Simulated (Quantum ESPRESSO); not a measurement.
Crystal: CdTe.

```xyz
2
Lattice="0.0000 3.2050 3.2050 3.2050 0.0000 3.2050 3.2050 3.2050 0.0000" Properties=species:S:1:pos:R:3 pbc="T T T"
Te    4.8075    4.8075    4.8075
Cd    0.0000    0.0000    0.0000
```

- Program: Quantum ESPRESSO 7.5
- Task: phonons
- Functional: LDA
- Potentials or basis: GBRV 1.5 LDA
- Cutoff: 612 eV
- Density cutoff: 4898 eV
- k mesh: 6 × 6 × 6, shifted
- Occupations: fermi-dirac, width 0.05 eV
- Spin: no spin polarisation
- Target pressure: 20 GPa
- Form of the LDA correlation: PZ81
- Mixing beta: 0.5
- Most SCF iterations: 120
- SCF threshold: 4e-10 Ry

The cell and the atoms were relaxed first at 20 GPa, to 25.96 Å³/atom (a = 4.188 Å, b = 4.188 Å, c = 4.188 Å, α = 60.00°, β = 60.00°, γ = 60.00°), and the response was taken there.

The first run showed a gap, so the response started from a second, tighter run with fixed occupations.

The run gives a transverse optical frequency of 226 cm⁻¹, an electronic dielectric constant of 8.84 and Born charges of ±1.67 e.

What are the longitudinal frequency and the static dielectric constant?

The longitudinal mode lies at 236 cm⁻¹, 10 cm⁻¹ over the transverse one, and the static constant is 9.72. The two agree with the Lyddane-Sachs-Teller relation: (236/226)² = 1.09 and 9.72/8.84 = 1.10.

Caveat: the volume moved by over 15 % at a fixed basis, so the end points are rough; the cell is more than 3 GPa from zero pressure, which shifts response properties.
